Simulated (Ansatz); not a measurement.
Here is an Ansatz 0.2.0 calculation.

input.yaml

```yaml
crystal:
  lattice:
    - [0.0, 2.888010988, 2.888010988]
    - [2.888010988, 0.0, 2.888010988]
    - [2.888010988, 2.888010988, 0.0]
  atoms:
    - { symbol: Cu, position: [0.75, 0.75, 0.75] }
    - { symbol: Cu, position: [0.25, 0.25, 0.25] }
    - { symbol: Cu, position: [0.5, 0.5, 0.5] }
    - { symbol: Al, position: [0.0, 0.0, 0.0] }
hamiltonian:
  xc: pbesol
  pseudopotentials: { kind: paw }
kpoints:
  mp_grid: { grid: [8, 8, 8] }
scf:
  occupations: { method: fermi_dirac, width: 0.05 }
output:
  forces: true
  stress: true
  eigenvalues: true
relax:
  f_tol: 0.01
  max_steps: 40
  cell: { stress_tol: 0.05, p_target: 30.0 }
```

Potentials or basis: Ansatz PAW.

Run with:

```console
$ ansatz run input.yaml --threads 2 --pin off --max-ram 5632MiB --backend cpu --events-out ev --progress --plain --runs-dir out
```

Q: What does it give for the relaxed cell?

A: a = 3.889 Å, b = 3.889 Å, c = 3.889 Å, α = 60.00°, β = 60.00°, γ = 60.00°.

Q: What does it give for the band gap on the k mesh?

A: None (metal or under the smearing width).

Final structure:
```
CELL_PARAMETERS angstrom
0.00000 2.75026 2.75026
2.75026 0.00000 2.75026
2.75026 2.75026 0.00000
ATOMIC_POSITIONS crystal
Cu 0.75000 0.75000 0.75000
Cu 0.25000 0.25000 0.25000
Cu 0.50000 0.50000 0.50000
Al 0.00000 0.00000 0.00000
```
